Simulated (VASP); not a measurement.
# GaN (Fm-3m) in VASP: notebook, part 3 of 3

VASP 6.6.1. Earlier steps stand in the parts before.

### 5 G0W0 quasiparticle levels, PBE

POSCAR reads:

```
GaN
1.0
    0.0000000000      2.1352350000      2.1352350000
    2.1352350000      0.0000000000      2.1352350000
    2.1352350000      2.1352350000      0.0000000000
Ga N
1 1
Direct
    0.0000000000      0.0000000000      0.0000000000
    0.5000000000      0.5000000000      0.5000000000
```

INCAR.step1 reads:

```
SYSTEM = GaN
PREC     = Accurate       ! precision mode
ENCUT    = 450            ! plane-wave cutoff, eV
EDIFF    = 1E-8           ! SCF threshold, eV
ISMEAR   = 0              ! smearing method
SIGMA    = 0.01           ! smearing width, eV
LREAL    = .False.        ! projectors in reciprocal space
LASPH    = .True.         ! aspherical terms in the spheres
NELM     = 60             ! most SCF steps
ALGO     = Normal         ! electronic algorithm
LWAVE    = .True.         ! write WAVECAR
LCHARG   = .False.        ! write CHGCAR
GGA      = PE             ! functional
```

INCAR.step2 reads:

```
SYSTEM = GaN
PREC     = Accurate       ! precision mode
ENCUT    = 450            ! plane-wave cutoff, eV
EDIFF    = 1E-8           ! SCF threshold, eV
ISMEAR   = 0              ! smearing method
SIGMA    = 0.01           ! smearing width, eV
LREAL    = .False.        ! projectors in reciprocal space
LASPH    = .True.         ! aspherical terms in the spheres
NELM     = 1              ! most SCF steps
ALGO     = Exact          ! electronic algorithm
LWAVE    = .True.         ! write WAVECAR
LCHARG   = .False.        ! write CHGCAR
GGA      = PE             ! functional
NBANDS   = 55             ! bands
LOPTICS  = .True.         ! frequency-dependent dielectric function
ISTART   = 1
```

INCAR.step3 reads:

```
SYSTEM = GaN
PREC     = Accurate       ! precision mode
ENCUT    = 450            ! plane-wave cutoff, eV
EDIFF    = 1E-8           ! SCF threshold, eV
ISMEAR   = 0              ! smearing method
SIGMA    = 0.01           ! smearing width, eV
LREAL    = .False.        ! projectors in reciprocal space
LASPH    = .True.         ! aspherical terms in the spheres
ALGO     = EVGW0          ! electronic algorithm
LWAVE    = .False.        ! write WAVECAR
LCHARG   = .False.        ! write CHGCAR
GGA      = PE             ! functional
NELMGW   = 1            
NBANDS   = 55             ! bands
ENCUTGW  = 50             ! cutoff of the response function
NOMEGA   = 48             ! frequency points
PRECFOCK = Fast         
ISTART   = 1            
NBANDSGW = 17
```

KPOINTS reads:

```
regular mesh
0
Gamma
  3 3 3
  0 0 0
```

Potentials or basis: VASP PAW PBE potentials, release 64 (Ga_d_GW, N_GW).

Launch:

```bash
cat potpaw_PBE.64/Ga_d_GW/POTCAR potpaw_PBE.64/N_GW/POTCAR > POTCAR
cp INCAR.step1 INCAR
mpirun -np 1 vasp_std > vasp.out
cp INCAR.step2 INCAR
mpirun -np 1 vasp_std > vasp.out
cp INCAR.step3 INCAR
mpirun -np 1 vasp_std > vasp.out
```

OUTCAR:

```text
SYSTEM = GaN
   PREC = Accurate
   ENCUT = 450
   EDIFF = 1E-8
   ISMEAR = 0
   LREAL = .False.
   LASPH = .True.
   GGA = PE
   NELMGW = 1
   ENCUTGW = 50
   PRECFOCK = Fast
   ISTART = 1

 Found      4 irreducible k-points:

 Following reciprocal coordinates:
            Coordinates               Weight
  0.000000  0.000000  0.000000      1.000000
  0.333333  0.000000  0.000000      8.000000
  0.333333  0.333333  0.000000      6.000000
 -0.333333  0.333333  0.000000     12.000000
   k-points           NKPTS =      4   k-points in BZ     NKDIM =     27   number of bands    NBANDS=     55
   number of dos      NEDOS =    301   number of ions     NIONS =      2
   total plane-waves  NPLWV =  13824
   dimension x,y,z NGX =    24 NGY =   24 NGZ =   24
   dimension x,y,z NGXF=    48 NGYF=   48 NGZF=   48
   ions per type =               1   1
   NGX,Y,Z   is equivalent  to a cutoff of  13.21, 13.21, 13.21 a.u.
   NGXF,Y,Z  is equivalent  to a cutoff of  26.43, 26.43, 26.43 a.u.
 SYSTEM =  GaN
   PREC   = accura    normal or accurate (medium, high low for compatibility)
   ISTART =      1    job   : 0-new  1-cont  2-samecut
   ICHARG =      0    charge: 1-file 2-atom 10-const
   ISPIN  =      1    spin polarized calculation?
   LNONCOLLINEAR =      F non collinear calculations
   LSORBIT =      F    spin-orbit coupling
   LASPH  =      T    aspherical Exc in radial PAW
   ENCUT  =  450.0 eV  33.07 Ry    5.75 a.u.   5.22  5.22  5.22*2*pi/ulx,y,z
   NELM   =     60;   NELMIN=  2; NELMDL=  0     # of ELM steps
   EDIFF  = 0.1E-07   stopping-criterion for ELM
   LREAL  =      F    real-space projection
   EDIFFG = 0.1E-06   stopping-criterion for IOM
   NSW    =      0    number of steps for IOM
   IBRION =     -1    ionic relax: 0-MD 1-quasi-New 2-CG
   NFREE  =      0    steps in history (QN), initial steepest desc. (CG)
   ISIF   =      0    stress and relaxation
   ISYM   =      3    0-nonsym 1-usesym 2-fastsym
   POTIM  = 0.5000    time-step for ionic-motion
   TEBEG  =    0.0;   TEEND  =   0.0 temperature during run
   PSTRESS=    0.0 pullay stress
   NELECT =      18.0000    total number of electrons
   NUPDOWN=      -1.0000    fix difference up-down
   EMIN   =  10.00;   EMAX   =-10.00  energy-range for DOS
   EFERMI =   0.00;   METHOD = LEGACY
   ISMEAR =     0;   SIGMA  =   0.01  broadening in eV -4-tet -1-fermi 0-gaus
   EFERMI_NEDOS =   21; number of points for ismear=-14 and -15
   IALGO  =     38    algorithm
   IMIX   =      4    mixing-type and parameters
     AMIX     =   0.40;   BMIX     =  1.00
     AMIX_MAG =   1.60;   BMIX_MAG =  1.00
  volume/ion in A,a.u.               =       9.74        65.70
  Fermi-wavevector in a.u.,A,eV,Ry     =   1.594814  3.013761 34.605481  2.543431
  Thomas-Fermi vector in A             =   2.692830
   LORBIT       =      0    0 simple, 1 ext, 2 COOP (PROOUT), +10 PAW based schemes
   GGA     = PE    functional components
   LHFCALC =     T    Hartree Fock is set to
   PRECFOCK=fast      Normal, Fast or Accurate (Low or Medium for compatibility)
   ENCUT4O =  -1.0   cutoff for four orbital integrals eV
   NKREDX  =     1    reduce k-point grid by
   NKREDY  =     1    reduce k-point grid by
   NKREDZ  =     1    reduce k-point grid by
   AEXX    =    1.0000 exact exchange contribution
   HFSCREEN=    0.0000 screening length (either q_TF or 0.3 A-1)
   HFSCREENC=   0.0000 screening length for correlation (either q_TF or 0.3 A-1)
   ENCUTFOCK=  -1.0 apply spherical cutoff to Coloumb kernel
   IVDW    =     0    specifies the selected vdW correction
   LEPSILON=     F    determine dielectric tensor
   LRPA    =     F    only Hartree local field effects (RPA)
   LRPAFORCE           =     F    calculate RPA forces
   ENCUTGW             =  50.0    cutoff for response function in eV
   ENCUTGWSOFT         =  40.0    soft cutoff for Coulomb kernel in GW response function in eV
   ENCUTLF             =  -1.0    cutoff for local field effects
   NELMGW              =     1    number of iterations in solving QP/BSE equation
   NELMHF              =     1    number of iterations in the inner HF iteration
   NKREDLFX            =     1    NKREDLFY  =   1   NKREDLFZ  =   1
 non-spin polarized calculation
 Gauss-broadening in eV      SIGMA  =   0.01
  energy-cutoff  :      450.00
  volume of cell :       19.47
 maximum number of plane-waves:       432
 NGX is ok and might be reduce to    24
  NGX = 12; NGY = 12; NGZ = 12
   NGX = 11   NGY = 11   NGZ = 11
 maximum number of plane-waves:        18
 NGX is ok and might be reduce to    10

 QP shifts <psi_nk| G(iteration)W_0 |psi_nk>: iteration 1
 for sc-GW calculations column KS-energies equals QP-energies in previous step
 and V_xc(KS)=  KS-energies - (<T + V_ion + V_H > + <T+V_H+V_ion>^1  + <V_x>^1)

 k-point   1 :       0.0000    0.0000    0.0000
  band No.  KS-energies  QP-energies   sigma(KS)   V_xc(KS)     V^pw_x(r,r')   Z            occupation Imag(sigma)

      1      -9.5375     -10.3637     -15.4954     -14.4207     -24.1393       0.7687       2.0000       1.4772
      2      -6.8856     -10.9078     -27.1370     -21.6617     -35.0060       0.7346       2.0000       0.2580
      3      -6.8856     -10.9078     -27.1370     -21.6617     -35.0060       0.7346       2.0000       0.2580
      4      -6.8856     -10.9078     -27.1370     -21.6617     -35.0060       0.7346       2.0000       0.2580
      5      -6.7936     -10.9746     -27.5137     -21.8539     -35.4739       0.7387       2.0000       0.3139
      6      -6.7936     -10.9746     -27.5137     -21.8539     -35.4739       0.7387       2.0000       0.3139
[... 9 lines left out ...]
     16      22.6723      23.6679     -11.3002     -12.5947      -4.4060       0.7691       0.0000      -0.5797
     17      23.3076      23.3254      -8.9639      -8.9870      -2.3546       0.7713       0.0000      -0.3793

 k-point   2 :       0.3333    0.0000    0.0000
  band No.  KS-energies  QP-energies   sigma(KS)   V_xc(KS)     V^pw_x(r,r')   Z            occupation Imag(sigma)

      1      -7.6676      -8.5742     -16.8423     -15.5741     -25.1862       0.7148       2.0000       1.0691
      2      -6.9641     -10.9584     -27.0798     -21.6025     -35.0834       0.7292       2.0000       0.3176
      3      -6.9641     -10.9584     -27.0798     -21.6025     -35.0834       0.7292       2.0000       0.3176
      4      -6.9019     -10.5710     -26.0782     -21.0538     -33.9942       0.7303       2.0000       0.3364
      5      -6.7247     -10.8294     -27.4470     -21.8788     -35.3416       0.7372       2.0000       0.2673
      6      -6.7247     -10.8294     -27.4470     -21.8788     -35.3416       0.7372       2.0000       0.2673
[... 9 lines left out ...]
     16      26.4436      26.9846     -11.6472     -12.3249      -5.1568       0.7983       0.0000      -0.5816
     17      32.8236      33.5543     -10.6680     -11.5740      -3.2433       0.8066       0.0000      -1.2253

 k-point   3 :       0.3333    0.3333    0.0000
  band No.  KS-energies  QP-energies   sigma(KS)   V_xc(KS)     V^pw_x(r,r')   Z            occupation Imag(sigma)

      1      -8.2414     -10.4566     -21.3792     -18.2900     -29.9335       0.7171       2.0000       0.7835
      2      -7.0062     -10.9584     -26.8802     -21.4682     -34.7429       0.7303       2.0000       0.2637
      3      -6.7184     -10.9281     -27.6174     -21.9390     -35.5847       0.7414       2.0000       0.3151
      4      -6.7057     -10.7934     -27.3961     -21.8684     -35.2663       0.7395       2.0000       0.2568
      5      -6.7057     -10.7934     -27.3961     -21.8684     -35.2663       0.7395       2.0000       0.2568
      6      -5.6748      -8.0576     -21.8585     -18.6039     -29.5239       0.7321       2.0000       0.6270
[... 9 lines left out ...]
     16      33.7031      34.5988     -11.2491     -12.3382      -4.0704       0.8224       0.0000      -1.2007
     17      33.7031      34.5988     -11.2491     -12.3382      -4.0704       0.8224       0.0000      -1.2007

 k-point   4 :      -0.3333    0.3333    0.0000
  band No.  KS-energies  QP-energies   sigma(KS)   V_xc(KS)     V^pw_x(r,r')   Z            occupation Imag(sigma)

      1      -7.8768     -10.6699     -23.4677     -19.5696     -31.9333       0.7165       2.0000       0.5982
      2      -6.9394     -10.8683     -26.7952     -21.4323     -34.6613       0.7326       2.0000       0.2785
      3      -6.8688     -10.9354     -27.2738     -21.7285     -35.3046       0.7333       2.0000       0.3280
      4      -6.8067     -10.8185     -27.1154     -21.6603     -34.9837       0.7354       2.0000       0.2678
      5      -6.6877     -10.7951     -27.4425     -21.9038     -35.3089       0.7416       2.0000       0.2527
      6      -4.5079      -6.4947     -21.5652     -18.9228     -29.2230       0.7519       2.0000       0.6404
[... 9 lines left out ...]
     16      30.1108      30.8923     -11.0516     -12.0552      -3.8149       0.7787       0.0000      -0.9971
     17      34.9389      36.1444     -11.8688     -13.3243      -4.4134       0.8283       0.0000      -1.4908
```

It took 7.3 s on 1 thread of Intel Xeon 6975P-C (Granite Rapids), shared host; peak memory 0.14 GiB.

These settings aren't checked as converged: the numbers below hold their error.

What came out:

* Band gap on the k mesh, mean-field level: 2.07 eV, indirect (least direct gap 2.26 eV)
* Quasiparticle gap: 2.72 eV
* Least direct quasiparticle gap: 2.79 eV

Caveat: the k mesh is coarse (spacing up to 0.85 Å⁻¹), so the values aren't converged; the cutoff is under 1.25 times the usual one of these potentials, so pressure, stress and relaxed cells hold a basis-set (Pulay) error; bands, screening cutoff and mesh are small and nothing is extrapolated, so the quasiparticle values aren't converged; an odd mesh through Γ misses points on the zone boundary, where band edges often lie.

### 6 The reference run

An earlier run on the cell as given: functional PBE; potentials or basis VASP PAW PBE potentials, release 64 (Ga_d, N); cutoff 520 eV; k mesh 11 × 11 × 11; occupations fermi-dirac, width 0.05 eV; no spin polarisation.

* Pressure: 0.4 GPa
* Band gap on the k mesh: 0.54 eV, indirect (least direct gap 2.37 eV)
